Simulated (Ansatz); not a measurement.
# La under changes of volume

One of the cells (36.962 Å³/atom); the others are scaled copies at fixed shape and fractional positions:

```
CELL_PARAMETERS angstrom
3.75000 0.00000 0.00000
-1.87500 3.24760 0.00000
0.00000 0.00000 6.07000
ATOMIC_POSITIONS crystal
La 0.66667 0.33333 0.75000
La 0.33333 0.66667 0.25000
```

This isn't the form of La at room conditions, which is double hcp.

- Program: Ansatz 0.2.0
- Functional: PBE
- Potentials or basis: PseudoDojo standard (PBE files)
- Cutoff: 1497 eV
- Density cutoff: 5987 eV
- k mesh: 8 × 8 × 5
- Occupations: fermi-dirac, width 0.05 eV
- Spin: no spin polarisation

```csv
volume (Å³/atom),energy over the lowest point (meV/atom),pressure (GPa)
34.744,22.82,2.4
35.483,?,?
36.222,6.27,1.2
36.962,1.88,0.7
37.701,0.00,0.1
38.440,0.51,-0.4
39.179,3.27,-0.8
```

Task: What does the run at 35.483 Å³/atom give?

Result: Energy over the lowest point 13.25 meV/atom; pressure 1.8 GPa.

Worked out: A Birch-Murnaghan fit of order 3 (a polynomial in V^(-2/3)) to the other rows has its minimum at 37.91 Å³/atom with B0 = V·E''(V) = 26 GPa (rough, since the energies scatter) at fixed shape and positions, which overstates the stiffness. It gives 13.21 meV/atom at 35.483 Å³/atom, against the run's 13.25, and -dE/dV = 1.8 GPa, against 1.8.

Energies are extrapolated to zero smearing.
